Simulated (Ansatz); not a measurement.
**BeSe (F-43m): the equilibrium volume**

At what volume is BeSe (F-43m) free of pressure?

Computed with Ansatz 0.2.0 (DFT PBEsol, scalar-relativistic, plane waves, PAW, unless a step's input says otherwise).

## (1) The starting structure

Symmetry: F-43m, No. 216, cubic system. The conventional cell has a = 5.087 Å, b = 5.087 Å, c = 5.087 Å, α = 90.00°, β = 90.00°, γ = 90.00°. Be (site symmetry -43m) has 4 Se at 2.20 Å in its first shell of neighbours. Se (site symmetry -43m) is surrounded by 4 Be at 2.20 Å.

Coordinates:

```xyz
2
Lattice="0.0000 2.5434 2.5434 2.5434 0.0000 2.5434 2.5434 2.5434 0.0000" Properties=species:S:1:pos:R:3 pbc="T T T"
Be    0.0000    0.0000    0.0000
Se    3.8151    3.8151    3.8151
```

## (2) The first run

input.yaml

```yaml
crystal:
  lattice:
    - [0.0, 2.5434219888, 2.5434219888]
    - [2.5434219888, 0.0, 2.5434219888]
    - [2.5434219888, 2.5434219888, 0.0]
  atoms:
    - { symbol: Be, position: [0.0, 0.0, 0.0] }
    - { symbol: Se, position: [0.75, 0.75, 0.75] }
basis:
  ecutwfc: 420
  ecutrho_ratio: 4
kpoints:
  mp_grid: { grid: [12, 12, 12] }
hamiltonian:
  xc: pbesol
scf:
  occupations: { method: gaussian, width: 0.05 }
output:
  forces: true
  stress: true
  eigenvalues: true
```

On the command line:

```bash
> ansatz run input.yaml --threads 4 --pin off --max-ram 9216MiB --backend cpu --events-out ev --progress --plain --runs-dir out
```

Log:

```text
Warning: RAYON_NUM_THREADS=4 ignored (pool sized by the plan → 4); use --threads N
Engine: ansatz 0.2.0, aarch64-unknown-linux-gnu
Pseudopotentials: kind: paw
Pseudopotential: Be, paw, valence charge 2, recommended cutoff 420 eV (normal), Be.paw.azcp
Pseudopotential: Se, paw, valence charge 16, recommended cutoff 420 eV (normal), Se.paw.azcp
Functional definition: PBEsol
  exchange = pbesol_x
  correlation = pbesol_c
Crystal: 2 atoms, lattice volume = 32.907 Å³
Basis set: ecut = 420 eV, 645 PW (Γ), exchange–correlation on 50×50×50 points (8 copies of the dense FFT grid, shifted against one another)
Bands: 13, of which v1, the nominal top of the filled ones, is band 9 counted from 1 (8 counted from 0)
Symmetry: 24 space group operations
Space group: F-43m (ITA 216), of the structure as read, at distance tolerance 3.2e-5 Å
k-points: 72 of 1728 (time reversal used)
Non-local potential: Be, projectors of the file, l = 0: 2, l = 1: 2, l = 2: 1
Non-local potential: Se, projectors of the file, l = 0: 2, l = 1: 2, l = 2: 3, l = 3: 1
PAW form: soft (Blöchl's): semilocal exchange-correlation on the pseudo side does not see the compensation charge
PAW frozen core: Be, regenerated for the run's functional, and the local potential with it (the file was generated under x = pbe(κ = 0.804, μ = 0.2195149727645171), c = pbe(β = 0.06672455060314922))
PAW frozen core: Se, regenerated for the run's functional, and the local potential with it (the file was generated under x = pbe(κ = 0.804, μ = 0.2195149727645171), c = pbe(β = 0.06672455060314922))
PAW one-centre angular grid: Be, 110 points (default); XC on 64 Gauss nodes
PAW one-centre angular grid: Se, 590 points (default); XC on 64 Gauss nodes
Initial density: superposition of atomic densities (neutral atoms: chi_scale 0, normalization atom), corrected by the library's trained network
Initial wavefunctions: pseudopotential atomic-orbital guess
Functional: x = pbesol(κ = 0.804, μ = 0.12345679012345678), c = pbesol(β = 0.046)
SCF iter   1: F=—  HF=-5516.157887 eV  |F-HF|=—  |Δ(HF+E_count)|=         —  Δρ=2.13e-3  dr2=2.10e-3  ethr=1.77e-3  ⟨swp⟩=5.7  Hψ=5648  notcnv=0
preconditioner: auto → none  [insulator: Δε(μ)=2.399 eV  Ē_g=12.298 eV  σ=0.050 eV  W_gap=1.00  n_scr=8 (ndim 8)  ℏωp=18.3 eV  f_vac=0.010  D(μ)=0.00/eV (n_scr^D=0)  ε∞_Penn≈3.2]
SCF iter   2: F=—  HF=-5516.157096 eV  |F-HF|=—  |Δ(HF+E_count)|=   7.91e-4  Δρ=8.54e-4  dr2=2.94e-4  ethr=1.16e-5  ⟨swp⟩=2.2  Hψ=2135  notcnv=0
SCF iter   3: F=—  HF=-5516.157095 eV  |F-HF|=—  |Δ(HF+E_count)|=   1.75e-6  Δρ=3.10e-4  dr2=2.65e-5  ethr=1.63e-6  ⟨swp⟩=2.9  Hψ=1552  notcnv=0
SCF iter   4: F=—  HF=-5516.157111 eV  |F-HF|=—  |Δ(HF+E_count)|=   1.58e-5  Δρ=1.04e-4  dr2=1.95e-6  ethr=1.47e-7  ⟨swp⟩=2.0  Hψ=1569  notcnv=0
iter 5 did not close the SCF: its close was put off for the readings that it lacked (scf_convergence_deferred on its scf_iter line)
SCF iter   5: F=-5516.157112 eV  HF=-5516.157112 eV  |F-HF|=2.91e-10  |Δ(HF+E_count)|=   1.28e-6  Δρ=1.80e-5  dr2=9.45e-8  ethr=1.09e-8  ⟨swp⟩=1.9  Hψ=1018  notcnv=0
SCF iter   6: F=-5516.157112 eV  HF=-5516.157112 eV  |F-HF|=4.91e-11  |Δ(HF+E_count)|=   2.79e-8  Δρ=1.42e-6  dr2=5.06e-10  ethr=5.25e-10  ⟨swp⟩=2.7  Hψ=3268  notcnv=0
SCF 1 converged in 6 iterations: F = -5516.157112 eV  dr2 = 5.06e-10
SCF converged after 6 iterations
Free energy (F): -5516.157112 eV
Harris-Foulkes:  -5516.157112 eV  (|F-HF|=4.91e-11)
Internal energy: -5516.157112 eV  (E = F + TS)
E sigma→0 (E₀):  -5516.157112 eV
Fermi energy:    8.543103 eV
--- Per-component energies (eV) ---
  E_band       = -379.068103
  E_kinetic    = 140.172312
  E_local      = -2492.900693  (includes V_loc(G=0)·N_el)
  E_nonlocal   = -588.905589
  E_hartree    = 1232.309577
  E_xc         = -123.492649
  E_vxc        = -119.680892  (∫ρ·V_xc dr)
  E_paw        = -1924.489570  (= ΣΔE_a)
  E_vpaw       = 217.627608  (= ΣTr[D̂ρ^β])
  E_aug_tail   = -0.000569  (compensation charges beyond the density's cutoff)
  E_ewald      = -1759.867913
  E_core_change = 1.017982  (= ΣΔE_core)
  E_smearing   = -0.000000  (= −TS)
  E_closure    = 0.000000  (closes the sum)
  Σ components = -5516.157112   (vs F -5516.157112, Δ=0.00e0)
--- Forces (eV/Å), atoms counted from 1 ---
  atom   1  Be    -0.00000000     0.00000000    -0.00000000
  atom   2  Se     0.00000000     0.00000000     0.00000000
  max |Σ_I F_I| component: 3.23e-16 eV/Å
--- Stress (GPa, compression-positive) ---
        2.056669       0.000000      -0.000000
        0.000000       2.056669       0.000000
       -0.000000       0.000000       2.056669
  P = ⅓ Tr σ = 2.0567 GPa (20.567 kbar)
--- Band table (eV; the first three rows and the last of 72) ---
  k-point 0: bands = ["-39.4481", "-39.4481", "-39.4481", "-39.4410", "-39.4410", "-6.7145", "7.3377", "7.3377", "7.3377", "11.8051", "12.3219", "12.3219", "12.3219"]
  k-point 1: bands = ["-39.4481", "-39.4481", "-39.4481", "-39.4409", "-39.4409", "-6.6418", "6.6345", "7.2311", "7.2311", "11.9297", "12.4985", "12.4985", "12.9144"]
  k-point 2: bands = ["-39.4480", "-39.4479", "-39.4479", "-39.4409", "-39.4409", "-6.4314", "5.2338", "6.9734", "6.9734", "11.9145", "12.9011", "12.9011", "14.3494"]
  k-point 71: bands = ["-39.4473", "-39.4473", "-39.4462", "-39.4412", "-39.4405", "-4.7463", "2.7889", "3.3103", "3.8430", "13.3937", "14.5212", "14.6366", "15.5441"]
```

Run time: 0.9 s. Hardware: 4 threads of Arm Neoverse V1, shared host; peak memory 0.33 GiB.

This gives: volume 16.453 Å³/atom, pressure 2.06 GPa, gap on the mesh 2.41 eV.

## (3) Stepping to 16.679 Å³/atom

input.yaml, as its differences from that of step 2:

```diff
@@ -2,5 +2,5 @@
   lattice:
-    - [0.0, 2.5434219888, 2.5434219888]
-    - [2.5434219888, 0.0, 2.5434219888]
-    - [2.5434219888, 2.5434219888, 0.0]
+    - [0.0, 2.5549936557, 2.5549936557]
+    - [2.5549936557, 0.0, 2.5549936557]
+    - [2.5549936557, 2.5549936557, 0.0]
   atoms:
```

On the command line:

```bash
> ansatz run input.yaml --threads 4 --pin off --max-ram 9216MiB --backend cpu --events-out ev --progress --plain --runs-dir out
```

Log:

```text
Warning: RAYON_NUM_THREADS=4 ignored (pool sized by the plan → 4); use --threads N
[... 7 set-up lines as earlier in the session ...]
Crystal: 2 atoms, lattice volume = 33.358 Å³
Basis set: ecut = 420 eV, 645 PW (Γ), exchange–correlation on 50×50×50 points (8 copies of the dense FFT grid, shifted against one another)
Bands: 13, of which v1, the nominal top of the filled ones, is band 9 counted from 1 (8 counted from 0)
[... 2 set-up lines as earlier in the session ...]
k-points: 72 of 1728 (time reversal used)
[... 10 set-up lines as earlier in the session ...]
SCF iter   1: F=—  HF=-5516.161997 eV  |F-HF|=—  |Δ(HF+E_count)|=         —  Δρ=2.06e-3  dr2=1.99e-3  ethr=1.77e-3  ⟨swp⟩=5.8  Hψ=5618  notcnv=0
preconditioner: auto → none  [insulator: Δε(μ)=2.431 eV  Ē_g=12.213 eV  σ=0.050 eV  W_gap=1.00  n_scr=14 (ndim 8)  ℏωp=18.2 eV  f_vac=0.010  D(μ)=0.00/eV (n_scr^D=0)  ε∞_Penn≈3.2]
SCF iter   2: F=—  HF=-5516.161236 eV  |F-HF|=—  |Δ(HF+E_count)|=   7.61e-4  Δρ=8.33e-4  dr2=2.82e-4  ethr=1.11e-5  ⟨swp⟩=2.2  Hψ=2156  notcnv=0
SCF iter   3: F=—  HF=-5516.161237 eV  |F-HF|=—  |Δ(HF+E_count)|=   7.48e-7  Δρ=3.01e-4  dr2=2.54e-5  ethr=1.57e-6  ⟨swp⟩=3.0  Hψ=1578  notcnv=0
SCF iter   4: F=—  HF=-5516.161253 eV  |F-HF|=—  |Δ(HF+E_count)|=   1.58e-5  Δρ=9.99e-5  dr2=1.89e-6  ethr=1.41e-7  ⟨swp⟩=2.0  Hψ=1576  notcnv=0
iter 5 did not close the SCF: its close was put off for the readings that it lacked (scf_convergence_deferred on its scf_iter line)
SCF iter   5: F=-5516.161254 eV  HF=-5516.161254 eV  |F-HF|=2.64e-9  |Δ(HF+E_count)|=   1.22e-6  Δρ=1.79e-5  dr2=9.90e-8  ethr=1.05e-8  ⟨swp⟩=1.9  Hψ=1014  notcnv=0
SCF iter   6: F=-5516.161254 eV  HF=-5516.161254 eV  |F-HF|=1.06e-10  |Δ(HF+E_count)|=   2.71e-8  Δρ=1.42e-6  dr2=5.13e-10  ethr=5.50e-10  ⟨swp⟩=2.7  Hψ=3264  notcnv=0
SCF 1 converged in 6 iterations: F = -5516.161254 eV  dr2 = 5.13e-10
SCF converged after 6 iterations
Free energy (F): -5516.161254 eV
Harris-Foulkes:  -5516.161254 eV  (|F-HF|=1.06e-10)
Internal energy: -5516.161254 eV  (E = F + TS)
E sigma→0 (E₀):  -5516.161254 eV
Fermi energy:    8.375727 eV
--- Per-component energies (eV) ---
  E_band       = -381.729550
  E_kinetic    = 139.753929
  E_local      = -2505.914653  (includes V_loc(G=0)·N_el)
  E_nonlocal   = -588.899603
  E_hartree    = 1237.619294
  E_xc         = -123.316534
  E_vxc        = -119.454721  (∫ρ·V_xc dr)
  E_paw        = -1924.523707  (= ΣΔE_a)
  E_vpaw       = 217.546928  (= ΣTr[D̂ρ^β])
  E_aug_tail   = -0.000560  (compensation charges beyond the density's cutoff)
  E_ewald      = -1751.897402
  E_core_change = 1.017982  (= ΣΔE_core)
  E_smearing   = -0.000000  (= −TS)
  E_closure    = 0.000000  (closes the sum)
  Σ components = -5516.161254   (vs F -5516.161254, Δ=0.00e0)
--- Forces (eV/Å), atoms counted from 1 ---
  atom   1  Be    -0.00000000     0.00000000    -0.00000000
  atom   2  Se     0.00000000     0.00000000    -0.00000000
  max |Σ_I F_I| component: 3.26e-16 eV/Å
--- Stress (GPa, compression-positive) ---
        0.896897      -0.000000      -0.000000
       -0.000000       0.896897       0.000000
       -0.000000       0.000000       0.896897
  P = ⅓ Tr σ = 0.8969 GPa (8.969 kbar)
--- Band table (eV; the first three rows and the last of 72) ---
  k-point 0: bands = ["-39.6081", "-39.6081", "-39.6081", "-39.6013", "-39.6013", "-6.8057", "7.1549", "7.1549", "7.1549", "11.5209", "12.1424", "12.1424", "12.1424"]
  k-point 1: bands = ["-39.6081", "-39.6080", "-39.6080", "-39.6012", "-39.6012", "-6.7344", "6.4601", "7.0507", "7.0507", "11.6860", "12.3157", "12.3157", "12.6848"]
  k-point 2: bands = ["-39.6079", "-39.6079", "-39.6079", "-39.6012", "-39.6012", "-6.5284", "5.0780", "6.7985", "6.7985", "11.6885", "12.7116", "12.7116", "14.0835"]
  k-point 71: bands = ["-39.6074", "-39.6073", "-39.6063", "-39.6014", "-39.6008", "-4.8879", "2.6626", "3.2018", "3.7276", "13.1969", "14.2915", "14.4537", "15.2836"]
```

Run time: 0.92 s. Hardware: 4 threads of Arm Neoverse V1, shared host; peak memory 0.33 GiB.

Read off: volume 16.679 Å³/atom, pressure 0.90 GPa, mesh gap 2.44 eV.

## (4) Next volume: 16.866 Å³/atom

input.yaml, as its differences from that of step 3:

```diff
@@ -2,5 +2,5 @@
   lattice:
-    - [0.0, 2.5549936557, 2.5549936557]
-    - [2.5549936557, 0.0, 2.5549936557]
-    - [2.5549936557, 2.5549936557, 0.0]
+    - [0.0, 2.564494623, 2.564494623]
+    - [2.564494623, 0.0, 2.564494623]
+    - [2.564494623, 2.564494623, 0.0]
   atoms:
```

On the command line:

```bash
> ansatz run input.yaml --threads 4 --pin off --max-ram 9216MiB --backend cpu --events-out ev --progress --plain --runs-dir out
```

Log:

```text
Warning: RAYON_NUM_THREADS=4 ignored (pool sized by the plan → 4); use --threads N
[... 7 set-up lines as earlier in the session ...]
Crystal: 2 atoms, lattice volume = 33.731 Å³
Basis set: ecut = 420 eV, 645 PW (Γ), exchange–correlation on 50×50×50 points (8 copies of the dense FFT grid, shifted against one another)
Bands: 13, of which v1, the nominal top of the filled ones, is band 9 counted from 1 (8 counted from 0)
[... 2 set-up lines as earlier in the session ...]
k-points: 72 of 1728 (time reversal used)
[... 10 set-up lines as earlier in the session ...]
SCF iter   1: F=—  HF=-5516.162997 eV  |F-HF|=—  |Δ(HF+E_count)|=         —  Δρ=2.01e-3  dr2=1.91e-3  ethr=1.77e-3  ⟨swp⟩=6.1  Hψ=5684  notcnv=0
preconditioner: auto → none  [insulator: Δε(μ)=2.455 eV  Ē_g=12.143 eV  σ=0.050 eV  W_gap=1.00  n_scr=14 (ndim 8)  ℏωp=18.1 eV  f_vac=0.010  D(μ)=0.00/eV (n_scr^D=0)  ε∞_Penn≈3.2]
SCF iter   2: F=—  HF=-5516.162261 eV  |F-HF|=—  |Δ(HF+E_count)|=   7.36e-4  Δρ=8.17e-4  dr2=2.75e-4  ethr=1.06e-5  ⟨swp⟩=2.1  Hψ=2142  notcnv=0
SCF iter   3: F=—  HF=-5516.162263 eV  |F-HF|=—  |Δ(HF+E_count)|=   2.44e-6  Δρ=3.00e-4  dr2=2.61e-5  ethr=1.53e-6  ⟨swp⟩=3.0  Hψ=1573  notcnv=0
SCF iter   4: F=—  HF=-5516.162278 eV  |F-HF|=—  |Δ(HF+E_count)|=   1.49e-5  Δρ=1.01e-4  dr2=1.93e-6  ethr=1.45e-7  ⟨swp⟩=2.0  Hψ=1574  notcnv=0
SCF iter   5: F=—  HF=-5516.162279 eV  |F-HF|=—  |Δ(HF+E_count)|=   1.27e-6  Δρ=1.71e-5  dr2=1.04e-7  ethr=1.07e-8  ⟨swp⟩=1.9  Hψ=1019  notcnv=0
SCF iter   6: F=-5516.162279 eV  HF=-5516.162279 eV  |F-HF|=2.64e-10  |Δ(HF+E_count)|=   1.47e-8  Δρ=1.30e-6  dr2=3.30e-10  ethr=5.56e-10  ⟨swp⟩=4.1  Hψ=2956  notcnv=0
SCF 1 converged in 6 iterations: F = -5516.162279 eV  dr2 = 3.30e-10
SCF converged after 6 iterations
Free energy (F): -5516.162279 eV
Harris-Foulkes:  -5516.162279 eV  (|F-HF|=2.64e-10)
Internal energy: -5516.162279 eV  (E = F + TS)
E sigma→0 (E₀):  -5516.162279 eV
Fermi energy:    8.240488 eV
--- Per-component energies (eV) ---
  E_band       = -383.881502
  E_kinetic    = 139.416986
  E_local      = -2516.525757  (includes V_loc(G=0)·N_el)
  E_nonlocal   = -588.894990
  E_hartree    = 1241.955718
  E_xc         = -123.174093
  E_vxc        = -119.271691  (∫ρ·V_xc dr)
  E_paw        = -1924.550609  (= ΣΔE_a)
  E_vpaw       = 217.482915  (= ΣTr[D̂ρ^β])
  E_aug_tail   = -0.000562  (compensation charges beyond the density's cutoff)
  E_ewald      = -1745.406953
  E_core_change = 1.017982  (= ΣΔE_core)
  E_smearing   = -0.000000  (= −TS)
  E_closure    = -0.000000  (closes the sum)
  Σ components = -5516.162279   (vs F -5516.162279, Δ=0.00e0)
--- Forces (eV/Å), atoms counted from 1 ---
  atom   1  Be    -0.00000000     0.00000000    -0.00000000
  atom   2  Se     0.00000000     0.00000000     0.00000000
  max |Σ_I F_I| component: 3.24e-16 eV/Å
--- Stress (GPa, compression-positive) ---
       -0.007348       0.000000       0.000000
       -0.000000      -0.007348       0.000000
       -0.000000       0.000000      -0.007348
  P = ⅓ Tr σ = -0.0073 GPa (-0.073 kbar)
--- Band table (eV; the first three rows and the last of 72) ---
  k-point 0: bands = ["-39.7375", "-39.7375", "-39.7375", "-39.7309", "-39.7309", "-6.8797", "7.0073", "7.0073", "7.0073", "11.2913", "11.9971", "11.9971", "11.9971"]
  k-point 1: bands = ["-39.7375", "-39.7375", "-39.7375", "-39.7309", "-39.7309", "-6.8095", "6.3193", "6.9051", "6.9051", "11.4855", "12.1676", "12.1676", "12.5026"]
  k-point 2: bands = ["-39.7374", "-39.7373", "-39.7373", "-39.7309", "-39.7309", "-6.6070", "4.9522", "6.6573", "6.6573", "11.5048", "12.5583", "12.5583", "13.8697"]
  k-point 71: bands = ["-39.7368", "-39.7368", "-39.7358", "-39.7311", "-39.7305", "-5.0024", "2.5607", "3.1140", "3.6343", "13.0378", "14.1055", "14.3055", "15.0722"]
```

It took 0.9 s on 4 threads of Arm Neoverse V1, shared host; peak memory 0.33 GiB.

This gives: volume 16.866 Å³/atom, pressure -0.01 GPa, mesh gap 2.47 eV.

## (5) The volume search in one table

| step | level | mesh | relaxed | volume (Å³/atom) | pressure (GPa) |
| --- | --- | --- | --- | --- | --- |
| 2 | PBEsol | 12×12×12 | nothing | 16.453 | 2.06 |
| 3 | PBEsol | 12×12×12 | nothing | 16.679 | 0.90 |
| 4 | PBEsol | 12×12×12 | nothing | 16.866 | -0.01 |

How the cell compares, before and after:

| cell as typed | before | after | change |
| --- | --- | --- | --- |
| a (Å) | 3.597 | 3.627 | +0.8 % |
| b (Å) | 3.597 | 3.627 | +0.8 % |
| c (Å) | 3.597 | 3.627 | +0.8 % |
| volume (Å³/atom) | 16.453 | 16.866 | +2.5 % |
| shortest distance (Å) | 2.203 | 2.221 | +0.8 % |
| space group | F-43m | F-43m | same |

## (6) What came out

| quantity | value |
| --- | --- |
| volume | 16.866 Å³/atom |
| pressure | -0.01 GPa |
| conventional cell | a = 5.129 Å, b = 5.129 Å, c = 5.129 Å, α = 90.00°, β = 90.00°, γ = 90.00° |
| gap on the mesh | 2.47 eV |

From the first run shown, the volume went from 16.45 to 16.87 Å³/atom (+2.5 %) in 3 runs, where the pressure is zero within 0.01 GPa.

These are semilocal Kohn-Sham gaps, which aren't the measured quantity. Such gaps usually fall short of the measured ones.
